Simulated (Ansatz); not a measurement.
# NiO: response to strain

NiO is deformed so: equal xy, yz and zx engineering shear strains of +2 %. What stress and forces result, by LAPW, PAW and all-electron datasets made for the crystal?

Program: Ansatz 0.2.0. Level of theory: DFT PBE, scalar-relativistic. These are calculated values, not measurements.

**1. The system as given**

It takes space group Fm-3m (No. 225, cubic). The conventional cell has a = 4.183 Å, b = 4.183 Å, c = 4.183 Å, α = 90.00°, β = 90.00°, γ = 90.00°. Ni (site symmetry m-3m) has 6 O at 2.09 Å as nearest neighbours. Around O (site symmetry m-3m) lie 6 Ni at 2.09 Å.

Coordinates:

```
Ni O
1.0
     0.00000    2.09131    2.09131
     2.09131    0.00000    2.09131
     2.09131    2.09131    0.00000
Ni O
1 1
Direct
  0.00000 0.00000 0.00000
  0.50000 0.50000 0.50000
```

Atoms are numbered in the order of the input: Ni1, O2.

**2. The deformed structure**

Space group Fm-3m before, R-3m after.

**3. LAPW, all electrons**

input.yaml

```yaml
crystal:
  lattice:
    - [0.0418262, 2.1122231, 2.1122231]
    - [2.1122231, 0.0418262, 2.1122231]
    - [2.1122231, 2.1122231, 0.0418262]
  atoms:
    - { symbol: Ni, position: [0.0, 0.0, 0.0], spin: 1.5 }
    - { symbol: O, position: [0.5, 0.5, 0.5] }
magnetization:
  spin_polarized: true
kpoints:
  mp_grid: { grid: [17, 17, 17] }
  band_path:
    path:
      - [0.0, 0.0, 0.0]
      - [0.5, 0.5, 0.5]
      - [0.2451701269, 0.5, 0.7548298731]
      - [-0.2451701269, 0.2451701269, 0.5]
      - [0.0, 0.0, 0.5]
      - [0.0, 0.0, 0.0]
      - [-0.3725850634, 0.0, 0.3725850634]
      - [0.0, 0.3725850634, 0.6274149366]
      - [0.0, 0.5, 0.5]
    npoints: 5
scf:
  occupations: { method: fermi_dirac, width: 0.03 }
hamiltonian:
  xc: pbe
  pseudopotentials: { kind: all_electron, lapw: { basis_error: 0.001 } }
output:
  forces: true
  stress: true
  eigenvalues: true
```

Run with:

```
$ ansatz run input.yaml --threads 1 --pin off --max-ram 3072MiB --backend cpu --events-out ev --progress --plain --runs-dir out
```

**4. Frozen-core PAW**

input.yaml

```yaml
crystal:
  lattice:
    - [0.0418262, 2.1122231, 2.1122231]
    - [2.1122231, 0.0418262, 2.1122231]
    - [2.1122231, 2.1122231, 0.0418262]
  atoms:
    - { symbol: Ni, position: [0.0, 0.0, 0.0], spin: 1.5 }
    - { symbol: O, position: [0.5, 0.5, 0.5] }
magnetization:
  spin_polarized: true
kpoints:
  mp_grid: { grid: [17, 17, 17] }
scf:
  occupations: { method: fermi_dirac, width: 0.03 }
hamiltonian:
  xc: pbe
  pseudopotentials: { kind: paw }
output:
  forces: true
  stress: true
  eigenvalues: true
  efg: { contact_densities: true }
```

**5. Datasets made for this crystal**

input.yaml, as its differences from that of step 4:

```diff
@@ -16,3 +16,3 @@
   xc: pbe
-  pseudopotentials: { kind: paw }
+  pseudopotentials: { kind: all_electron, datasets: crystal }
 output:
```

(Steps that only read results are left out.)

What does the calculation give? Wanted: pressure; largest shear or deviatoric stress.

As calculated:

| quantity | value |
| --- | --- |
| pressure | LAPW 4.69, PAW 4.17, crystal datasets 4.68 GPa |
| largest shear or deviatoric stress (LAPW) | 1.16 GPa |

What this shows: The largest part of the stress beyond the pressure is 1.16 GPa in size; the atoms are carried along and not relaxed. No run of the undeformed cell stands beside it, so the pressure holds what the given cell had before the change. PAW: stress within 0.52 GPa of LAPW. Crystal datasets: stress within 0.01 GPa of LAPW. Other magnetic orders may lie lower; this is the state that the run reached. With one magnetic atom in the cell only ferromagnetic order fits; the real order can differ. No U acts on the open 3d shell, so the metal found here may be the functional's error.
